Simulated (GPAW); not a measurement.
# TiAl (Pm-3m) in GPAW: notebook, part 2 of 3

GPAW 26.7.0. The steps go on from the part before.

## 4. Relaxation of cell and atoms, PBEsol+D3(BJ)

The input, run.py:

```python
from ase import Atoms
from ase.calculators.mixing import SumCalculator
from ase.filters import FrechetCellFilter
from ase.io import write
from ase.optimize import BFGS
from dftd3.ase import DFTD3
from gpaw import GPAW, PW, setup_paths

setup_paths.insert(0, '.')

atoms = Atoms(['Ti', 'Al'],
              cell=[[3.179064, 0.0, 0.0],
                    [0.0, 3.179064, 0.0],
                    [0.0, 0.0, 3.179064]],
              scaled_positions=[[0.0, 0.0, 0.0],
                                [0.5, 0.5, 0.5]],
              pbc=True)

calc = GPAW(mode=PW(600),
            xc='PBEsol',
            kpts={'size': (8, 8, 8), 'gamma': True},
            occupations={'name': 'fermi-dirac', 'width': 0.05},
            nbands=17,
            convergence={'density': 1e-05, 'forces': 0.0001},
            maxiter=150,
            txt='gpaw.txt')
atoms.calc = SumCalculator([calc, DFTD3(method='pbesol', damping='d3bj')])
opt = BFGS(FrechetCellFilter(atoms), trajectory='relax.traj', logfile='-')
done = opt.run(fmax=0.02, steps=60)
calc.write('gs.gpw')
write('result.traj', atoms)
print('Converged:', done)
print('Cell:', atoms.cell.cellpar().round(4))
print('Volume:', round(atoms.get_volume(), 4))
print(atoms.get_scaled_positions().round(5))
```

Potentials or basis: PAW data sets generated in the run's folder for this functional, pw.

Started as:

```console
$ gpaw-setup -f PBEsol Al Ti
$ OMP_NUM_THREADS=1 python run.py
```

gpaw.txt:

```text
__  _  _
 | _ |_)|_||  |
 |__||  | ||/\| - 26.7.0

Input parameters:
  mode=PW(ecut=600.0),
  convergence={'density': 1e-05, 'forces': 0.0001},
  kpts=MonkhorstPack(size=(8, 8, 8), gamma=True),
  maxiter=150,
  nbands=17,
  occupations=Occupations(name='fermi-dirac', width=0.05),
  xc=XC(name='PBEsol')

Diagonalizing LCAO Hamiltonian
Converting LCAO to pw mode
   .-------.
  /|       |
 * |       |
 | |  Al   |
 | .-------.
 |/       /
 Ti------*

Atoms  # Å, Bohr magnetons
|   | symbol |        x |        y |        z |    initial magnetic moments |
|---|--------|----------|----------|----------|-----------------------------|
| 0 |     Ti | 0.000000 | 0.000000 | 0.000000 | ( 0.0000,  0.0000,  0.0000) |
| 1 |     Al | 1.589532 | 1.589532 | 1.589532 | ( 0.0000,  0.0000,  0.0000) |

Unit cell  # Å
| periodic |        x |        y |        z |  lengths |    angles |
|----------|----------|----------|----------|----------|-----------|
|      yes | 3.179064 | 0.000000 | 0.000000 | 3.179064 | 90.000000 |
|      yes | 0.000000 | 3.179064 | 0.000000 | 3.179064 | 90.000000 |
|      yes | 0.000000 | 0.000000 | 3.179064 | 3.179064 | 90.000000 |

Number of symmetries: 48
Symmetry operations  # r_c * U_cc + t_c -> r_c
|    | kind |            matrix            |
|----|------|------------------------------|
|  0 |  E   |  1, 0, 0,  0, 1, 0,  0, 0, 1 |
|  1 |  σ   |  1, 0, 0,  0, 1, 0,  0, 0,-1 |
|  2 |  σ   |  1, 0, 0,  0, 0, 1,  0, 1, 0 |
|  3 |  C4  |  1, 0, 0,  0, 0, 1,  0,-1, 0 |
|  4 |  C4  |  1, 0, 0,  0, 0,-1,  0, 1, 0 |
|  5 |  σ   |  1, 0, 0,  0, 0,-1,  0,-1, 0 |
|  6 |  σ   |  1, 0, 0,  0,-1, 0,  0, 0, 1 |
|  7 |  C2  |  1, 0, 0,  0,-1, 0,  0, 0,-1 |
|  8 |  σ   |  0, 1, 0,  1, 0, 0,  0, 0, 1 |
[... 226 lines left out ...]
No gap
No difference between direct/indirect transitions

Stress tensor  # eV/Ang^3
|        x |        y |        z |
|----------|----------|----------|
| 0.015300 | 0.000000 | 0.000000 |
| 0.000000 | 0.015300 | 0.000000 |
| 0.000000 | 0.000000 | 0.015300 |

Forces  # eV/Ang
|       x |       y |       z |
|---------|---------|---------|
| 0.00000 | 0.00000 | 0.00000 |  # Ti   0
| 0.00000 | 0.00000 | 0.00000 |  # Al   1

Interpolating wave functions to new cell

            Al

       Ti

Atoms  # Å, Bohr magnetons
|   | symbol |        x |        y |         z |    initial magnetic moments |
|---|--------|----------|----------|-----------|-----------------------------|
| 0 |     Ti | 0.000000 | 0.000000 | -0.000000 | ( 0.0000,  0.0000,  0.0000) |
| 1 |     Al | 1.581324 | 1.581324 |  1.581324 | ( 0.0000,  0.0000,  0.0000) |

Unit cell  # Å
| periodic |         x |         y |         z |  lengths |    angles |
|----------|-----------|-----------|-----------|----------|-----------|
|      yes |  3.162648 | -0.000000 | -0.000000 | 3.162648 | 90.000000 |
|      yes | -0.000000 |  3.162648 | -0.000000 | 3.162648 | 90.000000 |
|      yes | -0.000000 | -0.000000 |  3.162648 | 3.162648 | 90.000000 |
[... 239 lines left out ...]
No gap
No difference between direct/indirect transitions

Stress tensor  # eV/Ang^3
|         x |         y |        z |
|-----------|-----------|----------|
|  0.004280 | -0.000000 | 0.000000 |
| -0.000000 |  0.004280 | 0.000000 |
|  0.000000 |  0.000000 | 0.004280 |

Forces  # eV/Ang
|       x |        y |       z |
|---------|----------|---------|
| 0.00000 |  0.00000 | 0.00000 |  # Ti   0
| 0.00000 | -0.00000 | 0.00000 |  # Al   1

Interpolating wave functions to new cell

            Al

       Ti

Atoms  # Å, Bohr magnetons
|   | symbol |        x |         y |         z |    initial magnetic moments |
|---|--------|----------|-----------|-----------|-----------------------------|
| 0 |     Ti | 0.000000 | -0.000000 | -0.000000 | ( 0.0000,  0.0000,  0.0000) |
| 1 |     Al | 1.555029 |  1.555029 |  1.555029 | ( 0.0000,  0.0000,  0.0000) |

Unit cell  # Å
| periodic |         x |         y |         z |  lengths |    angles |
|----------|-----------|-----------|-----------|----------|-----------|
|      yes |  3.110059 |  0.000000 |  0.000000 | 3.110059 | 90.000000 |
|      yes |  0.000000 |  3.110059 | -0.000000 | 3.110059 | 90.000000 |
|      yes | -0.000000 | -0.000000 |  3.110059 | 3.110059 | 90.000000 |
[... 240 lines left out ...]
No gap
No difference between direct/indirect transitions

Stress tensor  # eV/Ang^3
|         x |         y |         z |
|-----------|-----------|-----------|
| -0.036413 |  0.000000 |  0.000000 |
|  0.000000 | -0.036413 | -0.000000 |
|  0.000000 | -0.000000 | -0.036413 |

Forces  # eV/Ang
|       x |        y |        z |
|---------|----------|----------|
| 0.00000 | -0.00000 |  0.00000 |  # Ti   0
| 0.00000 |  0.00000 | -0.00000 |  # Al   1

Interpolating wave functions to new cell

            Al

       Ti

Atoms  # Å, Bohr magnetons
|   | symbol |         x |         y |         z |    initial magnetic moments |
|---|--------|-----------|-----------|-----------|-----------------------------|
| 0 |     Ti | -0.000000 | -0.000000 | -0.000000 | ( 0.0000,  0.0000,  0.0000) |
| 1 |     Al |  1.556689 |  1.556689 |  1.556689 | ( 0.0000,  0.0000,  0.0000) |

Unit cell  # Å
| periodic |         x |         y |         z |  lengths |    angles |
|----------|-----------|-----------|-----------|----------|-----------|
|      yes |  3.113378 | -0.000000 | -0.000000 | 3.113378 | 90.000000 |
|      yes |  0.000000 |  3.113378 | -0.000000 | 3.113378 | 90.000000 |
|      yes | -0.000000 | -0.000000 |  3.113378 | 3.113378 | 90.000000 |
[... 239 lines left out ...]
No gap
No difference between direct/indirect transitions

Stress tensor  # eV/Ang^3
|         x |         y |         z |
|-----------|-----------|-----------|
| -0.033585 |  0.000000 | -0.000000 |
|  0.000000 | -0.033585 | -0.000000 |
| -0.000000 | -0.000000 | -0.033585 |

Forces  # eV/Ang
|        x |        y |       z |
|----------|----------|---------|
| -0.00000 | -0.00000 | 0.00000 |  # Ti   0
|  0.00000 |  0.00000 | 0.00000 |  # Al   1

# Writing to gs.gpw (mode='')
```

stdout:

```text
Step          Energy          fmax
BFGS:    0      -12.732076        0.724811
BFGS:    1      -12.750674        0.553817
BFGS:    2      -12.772991        0.037621
BFGS:    3      -12.773380        0.001739
Converged: True
Cell: [ 3.1134  3.1134  3.1134 90.     90.     90.    ]
Volume: 30.1783
[[0.  0.  0. ]
 [0.5 0.5 0.5]]
```

Run time: 48 s. Hardware: 1 thread of Intel Xeon Platinum 8259CL at 2.50GHz (Skylake/Cascade Lake), shared host; peak memory 0.19 GiB.

What came out:

- Free energy: -12.7840 eV
- Relaxed volume: 15.09 Å³/atom
- Relaxed cell: a = 3.113 Å, b = 3.113 Å, c = 3.113 Å, α = 90.00°, β = 90.00°, γ = 90.00°
- Space group after relaxing (to 0.05 Å): Pm-3m (No. 221)
- Energy gained by relaxing: 20.7 meV/atom
- Ionic steps: 4
- Pressure after relaxing: 0.0 GPa
- Band gap on the k mesh: none (metal or under the smearing width)
- Dispersion energy per atom: -0.504 eV

Step by step:
| step | energy change (eV) | largest force (eV/Å) | pressure (GPa) | volume (Å³) |
| --- | --- | --- | --- | --- |
| 1 | 0.0000 | 0.0000 | -7.23 | 32.13 |
| 2 | -0.0186 | 0.0000 | -5.61 | 31.63 |
| 3 | -0.0409 | 0.0000 | 0.40 | 30.08 |
| 4 | -0.0413 | 0.0000 | -0.02 | 30.18 |

Final structure:
```xyz
2
Lattice="3.1134 0.0000 0.0000 0.0000 3.1134 0.0000 0.0000 0.0000 3.1134" Properties=species:S:1:pos:R:3 pbc="T T T"
Ti    0.0000    0.0000    0.0000
Al    1.5567    1.5567    1.5567
```

Levels at points of the mesh, in eV from the Fermi level:
```csv
k point,band 4,band 5,band 6,band 7,band 8,band 9,band 10,band 11
"(0.00, 0.00, 0.00)",-32.82,-9.53,-1.59,-1.59,1.95,1.95,1.95,4.72
"(0.50, 0.00, 0.00)",-32.80,-6.10,-5.37,-0.61,0.16,0.16,2.18,3.29
"(0.50, 0.50, 0.00)",-32.78,-5.18,-2.11,-2.11,-1.55,0.74,0.74,3.01
"(0.50, 0.50, 0.50)",-32.98,-3.29,-3.29,-3.29,1.01,3.08,3.08,3.09
```

Caveat: later steps reuse the first step's grids; pairwise dispersion overbinds metals, which lowers pressure and volume.

## 5. Relaxation of cell and atoms, PBEsol+D3(BJ)+ATM

run.py: that of step 4 with these lines changed.

```diff
@@ -26,3 +26,3 @@
             txt='gpaw.txt')
-atoms.calc = SumCalculator([calc, DFTD3(method='pbesol', damping='d3bj')])
+atoms.calc = SumCalculator([calc, DFTD3(damping='d3bj', params_tweaks=dict(method='pbesol', atm=True))])
 opt = BFGS(FrechetCellFilter(atoms), trajectory='relax.traj', logfile='-')
```

Started as:

```console
$ gpaw-setup -f PBEsol Al Ti
$ OMP_NUM_THREADS=1 python run.py
```

Run time: 51 s. Hardware: 1 thread of Intel Xeon Platinum 8259CL at 2.50GHz (Skylake/Cascade Lake), shared host; peak memory 0.21 GiB.

It converged, with:

```
Free energy                            : -12.6954 eV
Relaxed volume                         : 15.20 Å³/atom
Relaxed cell                           : a = 3.121 Å, b = 3.121 Å, c = 3.121 Å, α = 90.00°, β = 90.00°, γ = 90.00°
Space group after relaxing (to 0.05 Å) : Pm-3m (No. 221)
Energy gained by relaxing              : 16.0 meV/atom
Ionic steps                            : 4
Pressure after relaxing                : 0.0 GPa
Band gap on the k mesh                 : none (metal or under the smearing width)
Dispersion energy per atom             : -0.456 eV
```

The path:
| step | energy change (eV) | largest force (eV/Å) | pressure (GPa) | volume (Å³) |
| --- | --- | --- | --- | --- |
| 1 | 0.0000 | 0.0000 | -6.45 | 32.13 |
| 2 | -0.0146 | 0.0000 | -4.98 | 31.69 |
| 3 | -0.0317 | 0.0000 | 0.31 | 30.32 |
| 4 | -0.0321 | 0.0000 | -0.01 | 30.39 |

Final structure:
```cif
data_structure
_symmetry_space_group_name_H-M 'P 1'
_symmetry_Int_Tables_number 1
_cell_length_a 3.1208
_cell_length_b 3.1208
_cell_length_c 3.1208
_cell_angle_alpha 90.000
_cell_angle_beta 90.000
_cell_angle_gamma 90.000
_cell_volume 30.39
loop_
_atom_site_label
_atom_site_type_symbol
_atom_site_fract_x
_atom_site_fract_y
_atom_site_fract_z
_atom_site_occupancy
Ti1 Ti 0.00000 0.00000 0.00000 1
Al1 Al 0.50000 0.50000 0.50000 1
```

Levels at points of the mesh, in eV from the Fermi level:
```tsv
k point	band 5	band 6	band 7	band 8	band 9	band 10
(0.00, 0.00, 0.00)	-9.50	-1.57	-1.57	1.93	1.93	1.93
(0.50, 0.00, 0.00)	-6.09	-5.35	-0.60	0.16	0.16	2.16
(0.50, 0.50, 0.00)	-5.16	-2.11	-2.11	-1.54	0.73	0.73
(0.50, 0.50, 0.50)	-3.27	-3.27	-3.27	0.97	3.05	3.05
```

Caveat: later steps reuse the first step's grids; pairwise dispersion overbinds metals, which lowers pressure and volume.

(Continued in part 3 of 3.)
